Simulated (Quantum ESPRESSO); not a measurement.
Set up this calculation in Quantum ESPRESSO 7.5, as the native input.

```
Task                : band structure
Functional          : PBEsol
Potentials or basis : GBRV 1.5 PBEsol
Cutoff              : 612 eV
Density cutoff      : 4898 eV
k mesh              : 11 × 11 × 11
Occupations         : fermi-dirac, width 0.05 eV
Spin                : no spin polarisation
Mixing beta         : 0.5
Most SCF iterations : 120
SCF threshold       : 2e-10 Ry
```

Crystal: Ti.

```xyz
1
Lattice="0.0000 2.0300 2.0300 2.0300 0.0000 2.0300 2.0300 2.0300 0.0000" Properties=species:S:1:pos:R:3 pbc="T T T"
Ti    0.0000    0.0000    0.0000
```

This isn't the form of Ti at room conditions, which is hcp.

These files were run (other wordings do the same):

pw.in

```
&CONTROL
  calculation = 'scf'
  prefix = 'pwscf'
  outdir = './tmp'
  pseudo_dir = './pseudo'
  tprnfor = .true.
  tstress = .true.
  disk_io = 'low'
/
&SYSTEM
  ibrav = 0
  nat = 1
  ntyp = 1
  ecutwfc = 45
  ecutrho = 360
  nbnd = 12
  occupations = 'smearing'
  smearing = 'fd'
  degauss = 0.00367493
/
&ELECTRONS
  conv_thr = 2d-10
  electron_maxstep = 120
  mixing_beta = 0.5
/
ATOMIC_SPECIES
Ti    47.8670 ti_pbesol_v1.4.uspp.F.UPF
CELL_PARAMETERS angstrom
   0.0000000000    2.0300000000    2.0300000000
   2.0300000000    0.0000000000    2.0300000000
   2.0300000000    2.0300000000    0.0000000000
ATOMIC_POSITIONS crystal
Ti     0.0000000000    0.0000000000    0.0000000000
K_POINTS automatic
11 11 11 0 0 0
```

bands.in

```
&CONTROL
  calculation = 'bands'
  prefix = 'pwscf'
  outdir = './tmp'
  pseudo_dir = './pseudo'
  disk_io = 'low'
  verbosity = 'high'
/
&SYSTEM
  ibrav = 0
  nat = 1
  ntyp = 1
  ecutwfc = 45
  ecutrho = 360
  nbnd = 12
  occupations = 'smearing'
  smearing = 'fd'
  degauss = 0.00367493
/
&ELECTRONS
  conv_thr = 1d-08
  electron_maxstep = 120
  mixing_beta = 0.5
  diago_full_acc = .true.
  startingwfc = 'random'
/
ATOMIC_SPECIES
Ti    47.8670 ti_pbesol_v1.4.uspp.F.UPF
CELL_PARAMETERS angstrom
   0.0000000000    2.0300000000    2.0300000000
   2.0300000000    0.0000000000    2.0300000000
   2.0300000000    2.0300000000    0.0000000000
ATOMIC_POSITIONS crystal
Ti     0.0000000000    0.0000000000    0.0000000000
K_POINTS crystal
60
 0.0000000000  0.0000000000  0.0000000000 1
 0.0625000000  0.0000000000  0.0625000000 1
 0.1250000000  0.0000000000  0.1250000000 1
 0.1875000000  0.0000000000  0.1875000000 1
 0.2500000000  0.0000000000  0.2500000000 1
 0.3125000000  0.0000000000  0.3125000000 1
 0.3750000000  0.0000000000  0.3750000000 1
 0.4375000000  0.0000000000  0.4375000000 1
 0.5000000000  0.0000000000  0.5000000000 1
 0.5000000000  0.0625000000  0.5625000000 1
 0.5000000000  0.1250000000  0.6250000000 1
 0.5000000000  0.1875000000  0.6875000000 1
 0.5000000000  0.2500000000  0.7500000000 1
 0.4375000000  0.3125000000  0.7500000000 1
 0.3750000000  0.3750000000  0.7500000000 1
 0.3375000000  0.3375000000  0.6750000000 1
 0.3000000000  0.3000000000  0.6000000000 1
 0.2625000000  0.2625000000  0.5250000000 1
 0.2250000000  0.2250000000  0.4500000000 1
 0.1875000000  0.1875000000  0.3750000000 1
 0.1500000000  0.1500000000  0.3000000000 1
 0.1125000000  0.1125000000  0.2250000000 1
 0.0750000000  0.0750000000  0.1500000000 1
 0.0375000000  0.0375000000  0.0750000000 1
 0.0000000000  0.0000000000  0.0000000000 1
 0.0625000000  0.0625000000  0.0625000000 1
 0.1250000000  0.1250000000  0.1250000000 1
 0.1875000000  0.1875000000  0.1875000000 1
 0.2500000000  0.2500000000  0.2500000000 1
 0.3125000000  0.3125000000  0.3125000000 1
 0.3750000000  0.3750000000  0.3750000000 1
 0.4375000000  0.4375000000  0.4375000000 1
 0.5000000000  0.5000000000  0.5000000000 1
 0.5250000000  0.4500000000  0.5250000000 1
 0.5500000000  0.4000000000  0.5500000000 1
 0.5750000000  0.3500000000  0.5750000000 1
 0.6000000000  0.3000000000  0.6000000000 1
 0.6250000000  0.2500000000  0.6250000000 1
 0.5833333333  0.2500000000  0.6666666667 1
 0.5416666667  0.2500000000  0.7083333333 1
 0.5000000000  0.2500000000  0.7500000000 1
 0.5000000000  0.2857142857  0.7142857143 1
 0.5000000000  0.3214285714  0.6785714286 1
 0.5000000000  0.3571428571  0.6428571429 1
 0.5000000000  0.3928571429  0.6071428571 1
 0.5000000000  0.4285714286  0.5714285714 1
 0.5000000000  0.4642857143  0.5357142857 1
 0.5000000000  0.5000000000  0.5000000000 1
 0.4821428571  0.4821428571  0.5357142857 1
 0.4642857143  0.4642857143  0.5714285714 1
 0.4464285714  0.4464285714  0.6071428571 1
 0.4285714286  0.4285714286  0.6428571429 1
 0.4107142857  0.4107142857  0.6785714286 1
 0.3928571429  0.3928571429  0.7142857143 1
 0.3750000000  0.3750000000  0.7500000000 1
 0.6250000000  0.2500000000  0.6250000000 1
 0.5937500000  0.1875000000  0.5937500000 1
 0.5625000000  0.1250000000  0.5625000000 1
 0.5312500000  0.0625000000  0.5312500000 1
 0.5000000000  0.0000000000  0.5000000000 1
```

Potentials or basis: GBRV 1.5 PBEsol.

The run is started by

```sh
$ OMP_NUM_THREADS=1 mpirun -n 2 pw.x -nk 2 -in pw.in > pw.out
$ OMP_NUM_THREADS=1 mpirun -n 2 pw.x -nk 2 -in bands.in > bands.out
```

It gave:

* Pressure: -0.5 GPa
* Band gap on the k mesh: none (metal or under the smearing width)

Run time: 7.1 s on 2 MPI ranks on Arm Neoverse V1, on a shared host, peak memory 0.16 GiB a rank.
